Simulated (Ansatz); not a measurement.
# ZnS (Wurtzite-2H) (P6_3mc) in Ansatz: a series of runs

Runs on ZnS (Wurtzite-2H). Level: PBE. Tasks: single point.

Everything below comes from runs of Ansatz 0.2.0. Logs are shortened: lines on timing, memory, paths and dates and some standing lists are left out, and cuts for length are marked.

**The experiment to reproduce.**

A printed reference work, monograph reports, for a bulk crystal of ZnS at 4 K: band gap 3.911 eV (direct).

The runs below are set against these values where they give the same quantity.

### Step 1. The crystal as given

It takes space group P6_3mc (No. 186, hexagonal). Conventional cell: a = 3.811 Å, b = 3.811 Å, c = 6.234 Å, α = 90.00°, β = 90.00°, γ = 120.00°. Zn (site symmetry 3m) has 4 S at 2.31 to 2.40 Å as nearest neighbours. S (site symmetry 3m) has 4 Zn at 2.31 to 2.40 Å as nearest neighbours.

### Step 2. Single point, PBE

Contents of input.yaml:

```yaml
crystal:
  lattice:
    - [3.811, 0.0, 0.0]
    - [-1.9055, 3.3004228138, 0.0]
    - [0.0, 0.0, 6.234]
  atoms:
    - { symbol: Zn, position: [0.6666666667, 0.3333333333, 0.5] }
    - { symbol: Zn, position: [0.3333333333, 0.6666666667, 0.0] }
    - { symbol: S, position: [0.6666666667, 0.3333333333, 0.885] }
    - { symbol: S, position: [0.3333333333, 0.6666666667, 0.385] }
hamiltonian:
  xc: pbe
  pseudopotentials: { kind: paw }
kpoints:
  mp_grid: { grid: [8, 8, 5] }
scf:
  occupations: { method: gaussian, width: 0.027 }
output:
  forces: true
  stress: true
  eigenvalues: true
```

Potentials or basis: Ansatz PAW.

On the command line:

```console
$ ansatz run input.yaml --threads 2 --pin off --max-ram 5632MiB --backend cpu --events-out ev --progress --plain --runs-dir out
```

Log:

```text
Warning: RAYON_NUM_THREADS=2 ignored (pool sized by the plan → 2); use --threads N
Engine: ansatz 0.2.0, x86_64-unknown-linux-gnu
Pseudopotentials: kind: paw
Pseudopotential: Zn, paw, valence charge 12, recommended cutoff 420 eV (normal), Zn.paw.azcp
Pseudopotential: S, paw, valence charge 6, recommended cutoff 420 eV (normal), S.paw.azcp
Functional definition: PBE
  parameter kappa = 0.804
  parameter beta = 0.06672455060314922
  exchange = pbe_x(kappa = kappa, mu = beta*pi^2/3)
  correlation = pbe_c(beta = beta)
Crystal: 4 atoms, lattice volume = 78.411 Å³
Basis set: ecut = 420 eV, 1521 PW (Γ), exchange–correlation on 54×54×90 points (8 copies of the dense FFT grid, shifted against one another)
Bands: 22, of which v1, the nominal top of the filled ones, is band 18 counted from 1 (17 counted from 0)
Symmetry: 12 space group operations
Space group: P63mc (ITA 186), of the structure as read, at distance tolerance 4.3e-5 Å
k-points: 30 of 320 (time reversal used)
Non-local potential: Zn, projectors of the file, l = 0: 2, l = 1: 2, l = 2: 3, l = 3: 1
Non-local potential: S, projectors of the file, l = 0: 2, l = 1: 2, l = 2: 2
PAW form: soft (Blöchl's): semilocal exchange-correlation on the pseudo side does not see the compensation charge
PAW one-centre angular grid: Zn, 590 points (default); XC on 64 Gauss nodes
PAW one-centre angular grid: S, 110 points (default); XC on 64 Gauss nodes
Initial density: superposition of atomic densities (neutral atoms: chi_scale 0, normalization atom), corrected by the library's trained network
Initial wavefunctions: pseudopotential atomic-orbital guess
Functional: x = pbe(κ = 0.804, μ = 0.2195149727645171), c = pbe(β = 0.06672455060314922)
SCF iter   1: F=—  HF=-8445.420000 eV  |F-HF|=—  |Δ(HF+E_count)|=         —  Δρ=5.13e-4  dr2=1.82e-4  ethr=1.77e-3  ⟨swp⟩=6.2  Hψ=3252  notcnv=0
preconditioner: auto → Resta (q_TF=auto, 2.396 Å⁻¹)  ε∞=6.6  [insulator: Δε(μ)=2.242 eV  Ē_g=10.665 eV  σ=0.027 eV  W_gap=1.00  n_scr=22 (ndim 8)  ℏωp=25.2 eV  f_vac=0.040  D(μ)=0.00/eV (n_scr^D=0)  ε∞_Penn≈6.6]
SCF iter   2: F=—  HF=-8445.420418 eV  |F-HF|=—  |Δ(HF+E_count)|=   4.18e-4  Δρ=4.31e-4  dr2=1.13e-4  ethr=5.05e-7  ⟨swp⟩=2.6  Hψ=1586  notcnv=0
SCF iter   3: F=—  HF=-8445.420498 eV  |F-HF|=—  |Δ(HF+E_count)|=   8.06e-5  Δρ=1.38e-4  dr2=1.19e-5  ethr=3.13e-7  ⟨swp⟩=2.0  Hψ=1142  notcnv=0
SCF iter   4: F=—  HF=-8445.420442 eV  |F-HF|=—  |Δ(HF+E_count)|=   5.61e-5  Δρ=7.38e-5  dr2=4.67e-6  ethr=3.32e-8  ⟨swp⟩=2.0  Hψ=1200  notcnv=0
SCF iter   5: F=—  HF=-8445.420441 eV  |F-HF|=—  |Δ(HF+E_count)|=   7.49e-7  Δρ=2.89e-5  dr2=5.86e-7  ethr=1.30e-8  ⟨swp⟩=2.0  Hψ=1098  notcnv=0
SCF iter   6: F=-8445.420442 eV  HF=-8445.420442 eV  |F-HF|=7.63e-9  |Δ(HF+E_count)|=   3.59e-7  Δρ=1.22e-5  dr2=9.00e-8  ethr=2.78e-10  ⟨swp⟩=2.7  Hψ=2663  notcnv=0
SCF 1 converged in 6 iterations: F = -8445.420442 eV  dr2 = 9.00e-8
SCF converged after 6 iterations
Free energy (F): -8445.420442 eV
Harris-Foulkes:  -8445.420442 eV  (|F-HF|=7.63e-9)
Internal energy: -8445.420442 eV  (E = F + TS)
E sigma→0 (E₀):  -8445.420442 eV
Fermi energy:    6.989852 eV
--- Per-component energies (eV) ---
  E_band       = 12.308389
  E_kinetic    = 477.241564
  E_local      = -4081.370533  (includes V_loc(G=0)·N_el)
  E_nonlocal   = 1285.435734
  E_hartree    = 1707.470852
  E_xc         = -469.097876
  E_vxc        = -279.503155  (∫ρ·V_xc dr)
  E_paw        = -4856.936021  (= ΣΔE_a)
  E_vpaw       = -804.431121  (= ΣTr[D̂ρ^β])
  E_aug_tail   = -0.000743  (compensation charges beyond the density's cutoff)
  E_ewald      = -2508.163419
  E_smearing   = -0.000000  (= −TS)
  E_closure    = -0.000000  (closes the sum)
  Σ components = -8445.420442   (vs F -8445.420442, Δ=0.00e0)
--- Forces (eV/Å), atoms counted from 1 ---
  atom   1  Zn     0.00000000     0.00000000     0.31948081
  atom   2  Zn    -0.00000000    -0.00000000     0.31948081
  atom   3  S      0.00000000     0.00000000    -0.31949225
  atom   4  S      0.00000000    -0.00000000    -0.31949225
  max |Σ_I F_I| component: 2.29e-5 eV/Å
--- Stress (GPa, compression-positive) ---
        3.006785      -0.000000      -0.000000
        0.000000       3.006785      -0.000000
        0.000000       0.000000       0.982154
  P = ⅓ Tr σ = 2.3319 GPa (23.319 kbar)
--- Band table (eV; the first three rows and the last of 30) ---
  k-point 0: bands = ["-7.3305", "-6.4064", "-0.4999", "-0.4999", "-0.4354", "-0.4354", "-0.4266", "-0.0180", "-0.0180", "0.0619", "0.0619", "0.2205", "0.7008", "5.0088", "5.0088", "5.8552", "5.8552", "5.8660", "8.1137", "8.8581", "12.1424", "12.1424"]
  k-point 1: bands = ["-7.2544", "-6.5097", "-0.4961", "-0.4961", "-0.4440", "-0.4440", "-0.4313", "-0.1077", "-0.0085", "-0.0085", "0.0562", "0.0562", "1.3513", "5.0837", "5.0837", "5.0968", "5.7677", "5.7677", "8.7671", "8.9651", "12.1811", "12.1956"]
  k-point 2: bands = ["-7.0451", "-6.7624", "-0.4838", "-0.4838", "-0.4639", "-0.4639", "-0.4241", "-0.3446", "0.0145", "0.0145", "0.0393", "0.0393", "2.4679", "3.7769", "5.2852", "5.2852", "5.5460", "5.5460", "9.2423", "9.3900", "12.2364", "12.3987"]
  k-point 29: bands = ["-6.1718", "-6.1282", "-0.3653", "-0.3139", "-0.3071", "-0.2474", "-0.1312", "-0.1289", "-0.0062", "-0.0033", "0.2945", "0.3401", "1.0565", "1.1854", "2.6987", "3.1776", "4.3840", "4.6173", "10.2942", "10.6122", "11.9025", "12.3172"]
```

Wall time 4.6 s (2 threads of Intel Xeon at 2.50GHz (Skylake/Cascade Lake), shared host); peak memory 0.35 GiB.

Results:

```
Free energy            : -8445.4204 eV
Pressure               : 2.3 GPa
Largest force          : 0.319 eV/Å
Band gap on the k mesh : 2.25 eV, direct
```

Forces in eV/Å, atoms in the order of the input:
```
Zn   0.000  0.000  0.319
Zn   0.000  0.000  0.319
S    0.000  0.000 -0.319
S    0.000  0.000 -0.319
```

Levels at points of the mesh, in eV from the valence-band top:
| k point | band 15 | band 16 | band 17 | band 18 | band 19 | band 20 | band 21 | band 22 |
| --- | --- | --- | --- | --- | --- | --- | --- | --- |
| (0.00, 0.00, 0.00) | -0.86 | -0.01 | -0.01 | 0.00 | 2.25 | 2.99 | 6.28 | 6.28 |
| (0.00, -0.50, 0.00) | -3.16 | -2.25 | -1.56 | -0.98 | 3.61 | 4.26 | 5.17 | 7.11 |

Caveat: odd divisions of the mesh miss points on the zone boundary, where band edges often lie, so the gap on the mesh can be too wide.

### Step 3. Single point, PBE

input.yaml, as its differences from that of step 2:

```diff
@@ -16,3 +16,3 @@
 scf:
-  occupations: { method: gaussian, width: 0.027 }
+  occupations: { method: gaussian, width: 0.011 }
 output:
```

Potentials or basis: Ansatz PAW.

On the command line:

```console
$ ansatz run input.yaml --threads 2 --pin off --max-ram 5632MiB --backend cpu --events-out ev --progress --plain --runs-dir out
```

Log:

```text
Warning: RAYON_NUM_THREADS=2 ignored (pool sized by the plan → 2); use --threads N
Engine: ansatz 0.2.0, x86_64-unknown-linux-gnu
Pseudopotentials: kind: paw
Pseudopotential: Zn, paw, valence charge 12, recommended cutoff 420 eV (normal), Zn.paw.azcp
Pseudopotential: S, paw, valence charge 6, recommended cutoff 420 eV (normal), S.paw.azcp
Functional definition: PBE
  parameter kappa = 0.804
  parameter beta = 0.06672455060314922
  exchange = pbe_x(kappa = kappa, mu = beta*pi^2/3)
  correlation = pbe_c(beta = beta)
Crystal: 4 atoms, lattice volume = 78.411 Å³
Basis set: ecut = 420 eV, 1521 PW (Γ), exchange–correlation on 54×54×90 points (8 copies of the dense FFT grid, shifted against one another)
Bands: 22, of which v1, the nominal top of the filled ones, is band 18 counted from 1 (17 counted from 0)
Symmetry: 12 space group operations
Space group: P63mc (ITA 186), of the structure as read, at distance tolerance 4.3e-5 Å
k-points: 30 of 320 (time reversal used)
Non-local potential: Zn, projectors of the file, l = 0: 2, l = 1: 2, l = 2: 3, l = 3: 1
Non-local potential: S, projectors of the file, l = 0: 2, l = 1: 2, l = 2: 2
PAW form: soft (Blöchl's): semilocal exchange-correlation on the pseudo side does not see the compensation charge
PAW one-centre angular grid: Zn, 590 points (default); XC on 64 Gauss nodes
PAW one-centre angular grid: S, 110 points (default); XC on 64 Gauss nodes
Initial density: superposition of atomic densities (neutral atoms: chi_scale 0, normalization atom), corrected by the library's trained network
Initial wavefunctions: pseudopotential atomic-orbital guess
[... 13 lines left out ...]
Internal energy: -8445.420442 eV  (E = F + TS)
E sigma→0 (E₀):  -8445.420442 eV
Fermi energy:    6.989855 eV
--- Per-component energies (eV) ---
  E_band       = 12.308479
  E_kinetic    = 477.241457
  E_local      = -4081.370009  (includes V_loc(G=0)·N_el)
  E_nonlocal   = 1285.435633
  E_hartree    = 1707.470524
  E_xc         = -469.097844
  E_vxc        = -279.503123  (∫ρ·V_xc dr)
  E_paw        = -4856.936041  (= ΣΔE_a)
  E_vpaw       = -804.430913  (= ΣTr[D̂ρ^β])
  E_aug_tail   = -0.000743  (compensation charges beyond the density's cutoff)
  E_ewald      = -2508.163419
  E_smearing   = -0.000000  (= −TS)
  E_closure    = -0.000000  (closes the sum)
  Σ components = -8445.420442   (vs F -8445.420442, Δ=0.00e0)
--- Forces (eV/Å), atoms counted from 1 ---
  atom   1  Zn    -0.00000000     0.00000000     0.31948177
  atom   2  Zn    -0.00000000    -0.00000000     0.31948177
  atom   3  S     -0.00000000     0.00000000    -0.31949217
  atom   4  S      0.00000000    -0.00000000    -0.31949217
  max |Σ_I F_I| component: 2.08e-5 eV/Å
--- Stress (GPa, compression-positive) ---
        3.006778      -0.000000       0.000000
        0.000000       3.006778       0.000000
        0.000000      -0.000000       0.982156
  P = ⅓ Tr σ = 2.3319 GPa (23.319 kbar)
--- Band table (eV; the first three rows and the last of 30) ---
  k-point 0: bands = ["-7.3305", "-6.4063", "-0.4999", "-0.4999", "-0.4354", "-0.4354", "-0.4266", "-0.0180", "-0.0180", "0.0619", "0.0619", "0.2205", "0.7008", "5.0088", "5.0088", "5.8552", "5.8552", "5.8660", "8.1137", "8.8581", "12.1424", "12.1424"]
  k-point 1: bands = ["-7.2544", "-6.5097", "-0.4961", "-0.4961", "-0.4440", "-0.4440", "-0.4313", "-0.1077", "-0.0085", "-0.0085", "0.0562", "0.0562", "1.3513", "5.0837", "5.0837", "5.0968", "5.7677", "5.7677", "8.7671", "8.9651", "12.1811", "12.1956"]
  k-point 2: bands = ["-7.0451", "-6.7624", "-0.4838", "-0.4838", "-0.4639", "-0.4639", "-0.4241", "-0.3446", "0.0145", "0.0145", "0.0393", "0.0393", "2.4679", "3.7769", "5.2852", "5.2852", "5.5460", "5.5460", "9.2423", "9.3900", "12.2364", "12.3987"]
  k-point 29: bands = ["-6.1718", "-6.1282", "-0.3653", "-0.3139", "-0.3071", "-0.2474", "-0.1312", "-0.1289", "-0.0062", "-0.0033", "0.2945", "0.3401", "1.0565", "1.1854", "2.6987", "3.1776", "4.3840", "4.6174", "10.2942", "10.6122", "11.9026", "12.3172"]
```

Run time: 4.7 s. Hardware: 2 threads of Intel Xeon at 2.50GHz (Skylake/Cascade Lake), shared host; peak memory 0.35 GiB.

Results:

```
Free energy            : -8445.4204 eV
Pressure               : 2.3 GPa
Largest force          : 0.319 eV/Å
Band gap on the k mesh : 2.25 eV, direct
```

Forces in eV/Å, atoms in the order of the input:
```
Zn   0.000  0.000  0.319
Zn   0.000  0.000  0.319
S    0.000  0.000 -0.319
S    0.000  0.000 -0.319
```

Caveat: odd divisions of the mesh miss points on the zone boundary, where band edges often lie, so the gap on the mesh can be too wide.

### Step 4. How close it comes

Step 2. A measured gap of ZnS is 3.911 eV (direct; 4 K; a printed reference work, monograph); the calculated 2.25 eV misses it by -1.66 eV. The value is that of PBE, without temperature or zero-point motion. Semilocal functionals fall short of measured gaps as a rule.

Step 3. Measured gap of ZnS: 3.911 eV (direct; 4 K; a printed reference work, monograph). This calculation gives 2.25 eV (-1.66 eV). The value is that of PBE, without temperature or zero-point motion. Semilocal functionals fall short of measured gaps as a rule.
